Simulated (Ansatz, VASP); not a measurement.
**One calculation of KF, two programs**

INCAR

```
SYSTEM = KF
PREC = Accurate
ENCUT = 520
EDIFF = 1E-8
ISMEAR = -1
SIGMA = 0.01
LREAL = .False.
LASPH = .True.
NELM = 100
ALGO = Normal
ISIF = 2
LWAVE = .False.
LCHARG = .False.
GGA = PS
LEFG = .True.
NBANDS = 15
```

Contents of KPOINTS:

```
regular mesh
0
Gamma
  9 9 9
  0 0 0
```

File POSCAR:

```
KF
1.0
    0.0000000000      2.6189234616      2.6189234616
    2.6189234616      0.0000000000      2.6189234616
    2.6189234616      2.6189234616      0.0000000000
K F
1 1
Direct
    0.0000000000      0.0000000000      0.0000000000
    0.5000000000      0.5000000000      0.5000000000
```

Input for Ansatz:

```yaml
crystal:
  lattice:
    - [0.0, 2.6189234616, 2.6189234616]
    - [2.6189234616, 0.0, 2.6189234616]
    - [2.6189234616, 2.6189234616, 0.0]
  atoms:
    - { symbol: K, position: [0.0, 0.0, 0.0] }
    - { symbol: F, position: [0.5, 0.5, 0.5] }
kpoints:
  mp_grid: { grid: [9, 9, 9] }
scf:
  occupations: { method: fermi_dirac, width: 0.01 }
hamiltonian:
  xc: pbesol
  pseudopotentials: { kind: all_electron, datasets: crystal }
output:
  forces: true
  stress: true
  eigenvalues: true
  efg: { contact_densities: true }
```

Change from the starting cell: volume scaled by 0.94, crystal datasets.

Alike in both runs: task electric field gradients; functional PBEsol; k mesh 9 × 9 × 9; occupations fermi-dirac, width 0.01 eV; no spin polarisation.

|  | VASP | Ansatz |
| --- | --- | --- |
| version | VASP 6.6.1 | Ansatz 0.2.0 |
| potentials or method | VASP PAW PBE potentials, release 64 (K_sv, F) | all-electron PAW with datasets made for the crystal, scalar-relativistic |
| plane-wave cutoff (eV) | 520 | see its input |

|  | VASP | Ansatz | Ansatz less VASP |
| --- | --- | --- | --- |
| gap on the k mesh at the Fermi level (eV) | 6.34 | 6.35 | +0.012 |
| pressure (GPa) | 1.5 | 1.4 | -0.10 |
| Vzz of the field gradient on the site that differs most (V/Å²) | 0.0 | 0.0 | -0.01 |

Ansatz ran all-electron here, so the differences hold the error of VASP's frozen core and of both bases.

Caveats: the PAW data sets were made with another functional, which shifts forces and pressure a little (VASP); an odd mesh through Γ misses points on the zone boundary, where band edges often lie.
